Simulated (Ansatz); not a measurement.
# Al2Pt (Fm-3m) in Ansatz: further runs

One crystal, Al2Pt, is run at these levels: r2SCAN; tasks: single point, equation of state.

Everything below comes from runs of Ansatz 0.2.0. Logs are shortened: lines on timing, memory, paths and dates and some standing lists are left out, and cuts for length are marked.

### 1 The crystal as given

Symmetry: Fm-3m, No. 225, cubic system. Conventional cell: a = 5.910 Å, b = 5.910 Å, c = 5.910 Å, α = 90.00°, β = 90.00°, γ = 90.00°. Pt (site symmetry m-3m) has 8 Al at 2.56 Å as nearest neighbours. Al (site symmetry -43m) has 4 Pt at 2.56 Å as nearest neighbours.

### 2 Single point, r2SCAN, 16.17 Å³/atom (volume scaled by 0.94)

The input, input.yaml:

```yaml
crystal:
  lattice:
    - [0.0, 2.8946769513, 2.8946769513]
    - [2.8946769513, 0.0, 2.8946769513]
    - [2.8946769513, 2.8946769513, 0.0]
  atoms:
    - { symbol: Pt, position: [0.0, 0.0, 0.0] }
    - { symbol: Al, position: [0.75, 0.75, 0.75] }
    - { symbol: Al, position: [0.25, 0.25, 0.25] }
hamiltonian:
  xc: r2scan
  pseudopotentials: { kind: paw }
kpoints:
  mp_grid: { grid: [8, 8, 8] }
scf:
  occupations: { method: fermi_dirac, width: 0.05 }
output:
  forces: true
  stress: true
  eigenvalues: true
```

Potentials or basis: Ansatz PAW.

On the command line:

```console
> ansatz run input.yaml --threads 2 --pin off --max-ram 5632MiB --backend cpu --events-out ev --progress --plain --runs-dir out
```

The program printed:

```text
Warning: RAYON_NUM_THREADS=2 ignored (pool sized by the plan → 2); use --threads N
Engine: ansatz 0.2.0, x86_64-unknown-linux-gnu
Pseudopotentials: kind: paw
Pseudopotential: Pt, paw, valence charge 18, recommended cutoff 500 eV (meta_gga), Pt.paw.azcp
Pseudopotential: Al, paw, valence charge 3, recommended cutoff 500 eV (meta_gga), Al.paw.azcp
Functional definition: r2SCAN
  parameter k0 = 0.174
  parameter k1 = 0.065
  parameter a1 = 4.9479
  exchange = r2scan_x(k0 = k0, k1 = k1, a1 = a1)
  correlation = r2scan_c
Crystal: 3 atoms, lattice volume = 48.510 Å³
Basis set: ecut = 500 eV, 1243 PW (Γ), exchange–correlation on 120×120×120 points (64 copies of the dense FFT grid, shifted against one another)
Bands: 16, of which v1, the nominal top of the filled ones, is band 12 counted from 1 (11 counted from 0)
Symmetry: 48 space group operations
Space group: Fm-3m (ITA 225), of the structure as read, at distance tolerance 3.6e-5 Å
k-points: 29 of 512
Non-local potential: Pt, projectors of the file, l = 0: 3, l = 1: 2, l = 2: 2, l = 3: 1
Non-local potential: Al, projectors of the file, l = 0: 2, l = 1: 2, l = 2: 1
PAW form: soft (Blöchl's): semilocal exchange-correlation on the pseudo side does not see the compensation charge
PAW frozen core: Pt, regenerated for the run's functional (the file was generated under x = pbe(κ = 0.804, μ = 0.2195149727645171), c = pbe(β = 0.06672455060314922))
PAW frozen core: Al, regenerated for the run's functional (the file was generated under x = pbe(κ = 0.804, μ = 0.2195149727645171), c = pbe(β = 0.06672455060314922))
PAW one-centre angular grid: Pt, 590 points (default); XC on 160 Gauss nodes
PAW one-centre angular grid: Al, 302 points (default); XC on 160 Gauss nodes
Initial density: superposition of atomic densities (neutral atoms: chi_scale 0, normalization atom), corrected by the library's trained network
Initial wavefunctions: pseudopotential atomic-orbital guess
Functional: x = r2scan, c = r2scan; τ floored in thin density (d = 2e-4 eV/Å³)
SCF iter   1: F=—  HF=-13620.379867 eV  |F-HF|=—  |Δ(HF+E_count)|=         —  Δρ=8.44e-3  dr2=5.14e-2  dr2_τ=5.01e-2  ethr=1.77e-3  ⟨swp⟩=6.0  Hψ=2561  notcnv=0
preconditioner: auto → Kerker (q_TF=auto, 2.426 Å⁻¹)  [metal: Δε(μ)=0.105 eV  Ē_g=9.417 eV  σ=0.050 eV  W_gap=0.48  n_scr=14 (ndim 8)  ℏωp=21.3 eV  f_vac=0.000  D(μ)=1.23/eV (n_scr^D=8)]
SCF iter   2: F=—  HF=-13620.412641 eV  |F-HF|=—  |Δ(HF+E_count)|=   3.28e-2  Δρ=2.99e-3  dr2=4.79e-3  dr2_τ=1.73e-3  ethr=2.14e-4  ⟨swp⟩=2.3  Hψ=998  notcnv=0  defer=10
SCF iter   3: F=—  HF=-13620.413244 eV  |F-HF|=—  |Δ(HF+E_count)|=   6.03e-4  Δρ=1.70e-3  dr2=1.28e-3  dr2_τ=2.83e-5  ethr=1.99e-5  ⟨swp⟩=2.0  Hψ=655  notcnv=0  defer=10
SCF iter   4: F=—  HF=-13620.413230 eV  |F-HF|=—  |Δ(HF+E_count)|=   1.43e-5  Δρ=3.30e-4  dr2=6.52e-5  dr2_τ=2.65e-6  ethr=5.34e-6  ⟨swp⟩=2.0  Hψ=767  notcnv=0  defer=10
SCF iter   5: F=—  HF=-13620.413242 eV  |F-HF|=—  |Δ(HF+E_count)|=   1.23e-5  Δρ=7.68e-5  dr2=3.33e-6  dr2_τ=3.08e-7  ethr=2.72e-7  ⟨swp⟩=2.1  Hψ=676  notcnv=0  defer=10
SCF iter   6: F=—  HF=-13620.413242 eV  |F-HF|=—  |Δ(HF+E_count)|=   3.82e-7  Δρ=2.97e-5  dr2=7.67e-7  dr2_τ=2.05e-8  ethr=1.39e-8  ⟨swp⟩=2.0  Hψ=731  notcnv=0  defer=10
SCF iter   7: F=-13620.413242 eV  HF=-13620.413242 eV  |F-HF|=3.55e-8  |Δ(HF+E_count)|=   1.08e-8  Δρ=8.39e-6  dr2=6.86e-8  dr2_τ=7.24e-9  ethr=4.17e-10  ⟨swp⟩=4.0  Hψ=1955  notcnv=0
SCF 1 converged in 7 iterations: F = -13620.413242 eV  dr2 = 6.86e-8
SCF converged after 7 iterations
Free energy (F): -13620.413242 eV
Harris-Foulkes:  -13620.413242 eV  (|F-HF|=3.55e-8)
Internal energy: -13620.401565 eV  (E = F + TS)
E sigma→0 (E₀):  -13620.407403 eV
Entropy (-TS):   -0.011677 eV (-3.892 meV/atom)
Fermi energy:    12.258801 eV
--- Per-component energies (eV) ---
  E_band       = -312.410178
  E_kinetic    = 691.870229
  E_local      = -2637.338058  (includes V_loc(G=0)·N_el)
  E_nonlocal   = 218.313529
  E_hartree    = 1051.269748
  E_xc         = -327.875026
  E_vxc        = -407.205305  (∫ρ·V_xc dr)
  E_paw        = -10426.434241  (= ΣΔE_a)
  E_vpaw       = -305.842780  (= ΣTr[D̂ρ^β])
  E_aug_tail   = 0.000147  (compensation charges beyond the density's cutoff)
  E_vtau       = 25.267481  (kinetic-family band-sum trace: ∫τ·v_τ [+ j·A + Jᵃ·Aᵃ] dr)
  E_ewald      = -2189.856184
  E_core_change = -0.351711  (= ΣΔE_core)
  E_smearing   = -0.011677  (= −TS)
  E_closure    = -0.000000  (closes the sum)
  Σ components = -13620.413242   (vs F -13620.413242, Δ=0.00e0)
--- Forces (eV/Å), atoms counted from 1 ---
  atom   1  Pt     0.00000000    -0.00000000     0.00000000
  atom   2  Al    -0.00000000    -0.00000000    -0.00000000
  atom   3  Al    -0.00000000     0.00000000    -0.00000000
  max |Σ_I F_I| component: 1.85e-17 eV/Å
--- Stress (GPa, compression-positive) ---
        9.492688      -0.000000       0.000000
       -0.000000       9.492688      -0.000000
       -0.000000      -0.000000       9.492688
  P = ⅓ Tr σ = 9.4927 GPa (94.927 kbar)
--- Band table (eV; the first three rows and the last of 29) ---
  k-point 0: bands = ["-88.8898", "-42.5298", "-42.5298", "-42.5298", "1.0687", "6.5799", "6.5799", "6.5799", "8.0652", "8.0652", "16.2985", "16.2985", "16.2985", "16.4572", "18.4265", "18.4265"]
  k-point 1: bands = ["-88.8898", "-42.5304", "-42.5299", "-42.5299", "1.3065", "6.4647", "6.6593", "6.6593", "8.0410", "8.0410", "14.1165", "15.7767", "15.7767", "16.6845", "18.9530", "18.9530"]
  k-point 2: bands = ["-88.8897", "-42.5319", "-42.5301", "-42.5301", "1.9892", "6.1932", "6.8231", "6.8231", "8.0542", "8.0542", "11.3364", "14.7260", "14.7260", "16.9961", "18.4167", "18.4167"]
  k-point 28: bands = ["-88.8897", "-42.5327", "-42.5327", "-42.5313", "5.7170", "5.7170", "6.2648", "6.5263", "8.0363", "8.6032", "9.2134", "9.2134", "11.3092", "18.1778", "18.1778", "19.0248"]
```

Run time: 2.3 s. Hardware: 2 threads of AMD EPYC 7R43 (Zen 3), shared host; peak memory 0.49 GiB.

Results:

```yaml
Free_energy: -13620.4132 eV
Pressure: 9.5 GPa
Band_gap_on_the_k_mesh: none (metal or under the smearing width)
```

Caveat: the PAW data sets come from PBE, with cores solved anew for the run's functional, which leaves a small shift of forces and pressure.

### 3 Single point, r2SCAN, 16.51 Å³/atom (volume scaled by 0.96)

Edit input.yaml of step 2 so:

```diff
@@ -2,5 +2,5 @@
   lattice:
-    - [0.0, 2.8946769513, 2.8946769513]
-    - [2.8946769513, 0.0, 2.8946769513]
-    - [2.8946769513, 2.8946769513, 0.0]
+    - [0.0, 2.9150626719, 2.9150626719]
+    - [2.9150626719, 0.0, 2.9150626719]
+    - [2.9150626719, 2.9150626719, 0.0]
   atoms:
```

Potentials or basis: Ansatz PAW.

On the command line:

```console
> ansatz run input.yaml --threads 2 --pin off --max-ram 5632MiB --backend cpu --events-out ev --progress --plain --runs-dir out
```

Run time: 1.9 s. Hardware: 2 threads of AMD EPYC 7R43 (Zen 3), shared host; peak memory 0.52 GiB.

The run converged. Its results:

- Free energy: -13620.4624 eV
- Pressure: 5.8 GPa
- Band gap on the k mesh: none (metal or under the smearing width)

Caveat: the PAW data sets come from PBE, with cores solved anew for the run's functional, which leaves a small shift of forces and pressure.

### 4 Single point, r2SCAN, 16.86 Å³/atom (volume scaled by 0.98)

Edit input.yaml of step 3 so:

```diff
@@ -2,5 +2,5 @@
   lattice:
-    - [0.0, 2.9150626719, 2.9150626719]
-    - [2.9150626719, 0.0, 2.9150626719]
-    - [2.9150626719, 2.9150626719, 0.0]
+    - [0.0, 2.9351671877, 2.9351671877]
+    - [2.9351671877, 0.0, 2.9351671877]
+    - [2.9351671877, 2.9351671877, 0.0]
   atoms:
@@ -20 +20,5 @@
   eigenvalues: true
+  write_density: true
+  write_potential: true
+  elf: true
+  volumetric_format: npy
```

On the command line:

```console
> ansatz run input.yaml --threads 2 --pin off --max-ram 5632MiB --backend cpu --events-out ev --progress --plain --runs-dir out
```

It took 2.5 s on 2 threads of AMD EPYC 7R43 (Zen 3), shared host; peak memory 0.53 GiB.

The run converged. Its results:

```
Free energy            : -13620.4892 eV
Pressure               : 2.5 GPa
Band gap on the k mesh : none (metal or under the smearing width)
```

Caveat: the PAW data sets come from PBE, with cores solved anew for the run's functional, which leaves a small shift of forces and pressure.

### 5 Single point, r2SCAN, 17.20 Å³/atom

Edit input.yaml of step 4 so:

```diff
@@ -2,5 +2,5 @@
   lattice:
-    - [0.0, 2.9351671877, 2.9351671877]
-    - [2.9351671877, 0.0, 2.9351671877]
-    - [2.9351671877, 2.9351671877, 0.0]
+    - [0.0, 2.955, 2.955]
+    - [2.955, 0.0, 2.955]
+    - [2.955, 2.955, 0.0]
   atoms:
@@ -20,5 +20 @@
   eigenvalues: true
-  write_density: true
-  write_potential: true
-  elf: true
-  volumetric_format: npy
```

On the command line:

```console
> ansatz run input.yaml --threads 2 --pin off --max-ram 5632MiB --backend cpu --events-out ev --progress --plain --runs-dir out
```

Wall time 2.1 s (2 threads of AMD EPYC 7R43 (Zen 3), shared host); peak memory 0.52 GiB.

The run converged. Its results:

| Property | Result |
| --- | --- |
| Free energy | -13620.4958 eV |
| Pressure | -0.4 GPa |
| Band gap on the k mesh | none (metal or under the smearing width) |

Caveat: the PAW data sets come from PBE, with cores solved anew for the run's functional, which leaves a small shift of forces and pressure.

### 6 Single point, r2SCAN, 17.55 Å³/atom (volume scaled by 1.02)

Edit input.yaml of step 5 so:

```diff
@@ -2,5 +2,5 @@
   lattice:
-    - [0.0, 2.955, 2.955]
-    - [2.955, 0.0, 2.955]
-    - [2.955, 2.955, 0.0]
+    - [0.0, 2.9745701068, 2.9745701068]
+    - [2.9745701068, 0.0, 2.9745701068]
+    - [2.9745701068, 2.9745701068, 0.0]
   atoms:
```

Potentials or basis: Ansatz PAW.

On the command line:

```console
> ansatz run input.yaml --threads 2 --pin off --max-ram 5632MiB --backend cpu --events-out ev --progress --plain --runs-dir out
```

Run time: 2.1 s. Hardware: 2 threads of AMD EPYC 7R43 (Zen 3), shared host; peak memory 0.52 GiB.

Results (log left out):

```
Free energy            : -13620.4845 eV
Pressure               : -3.1 GPa
Band gap on the k mesh : none (metal or under the smearing width)
```

Caveat: the PAW data sets come from PBE, with cores solved anew for the run's functional, which leaves a small shift of forces and pressure.

### 7 Single point, r2SCAN, 17.89 Å³/atom (volume scaled by 1.04)

Edit input.yaml of step 6 so:

```diff
@@ -2,5 +2,5 @@
   lattice:
-    - [0.0, 2.9745701068, 2.9745701068]
-    - [2.9745701068, 0.0, 2.9745701068]
-    - [2.9745701068, 2.9745701068, 0.0]
+    - [0.0, 2.9938860383, 2.9938860383]
+    - [2.9938860383, 0.0, 2.9938860383]
+    - [2.9938860383, 2.9938860383, 0.0]
   atoms:
```

On the command line:

```console
> ansatz run input.yaml --threads 2 --pin off --max-ram 5632MiB --backend cpu --events-out ev --progress --plain --runs-dir out
```

Wall time 2.2 s (2 threads of AMD EPYC 7R43 (Zen 3), shared host); peak memory 0.52 GiB.

Results (log left out):

| Property | Result |
| --- | --- |
| Free energy | -13620.4570 eV |
| Pressure | -5.4 GPa |
| Band gap on the k mesh | none (metal or under the smearing width) |

Caveat: the PAW data sets come from PBE, with cores solved anew for the run's functional, which leaves a small shift of forces and pressure.

### 8 Single point, r2SCAN, 18.23 Å³/atom (volume scaled by 1.06)

Edit input.yaml of step 7 so:

```diff
@@ -2,5 +2,5 @@
   lattice:
-    - [0.0, 2.9938860383, 2.9938860383]
-    - [2.9938860383, 0.0, 2.9938860383]
-    - [2.9938860383, 2.9938860383, 0.0]
+    - [0.0, 3.0129558903, 3.0129558903]
+    - [3.0129558903, 0.0, 3.0129558903]
+    - [3.0129558903, 3.0129558903, 0.0]
   atoms:
```

On the command line:

```console
> ansatz run input.yaml --threads 2 --pin off --max-ram 5632MiB --backend cpu --events-out ev --progress --plain --runs-dir out
```

It took 2.3 s on 2 threads of AMD EPYC 7R43 (Zen 3), shared host; peak memory 0.52 GiB.

Results (log left out):

```yaml
Free_energy: -13620.4150 eV
Pressure: -7.6 GPa
Band_gap_on_the_k_mesh: none (metal or under the smearing width)
```

Caveat: the PAW data sets come from PBE, with cores solved anew for the run's functional, which leaves a small shift of forces and pressure.

### 9 Equation of state, r2SCAN

Potentials or basis: Ansatz PAW.

This step only gathers the single runs of the series.

Results:

| Item | Value |
| --- | --- |
| Equilibrium volume | 17.15 Å³/atom |
| Bulk modulus | 141 GPa |
| Pressure derivative of the bulk modulus | 4.4 |

Energy against volume, from the lowest point:
```csv
volume (Å³/atom),energy (meV/atom)
16.170,27.53
16.514,11.16
16.858,2.23
17.202,0.00
17.546,3.78
17.890,12.94
18.234,26.93
```

Caveat: the PAW data sets were made with another functional, which shifts forces and pressure a little. Spin-orbit coupling is left out, which matters for the levels of Pt.
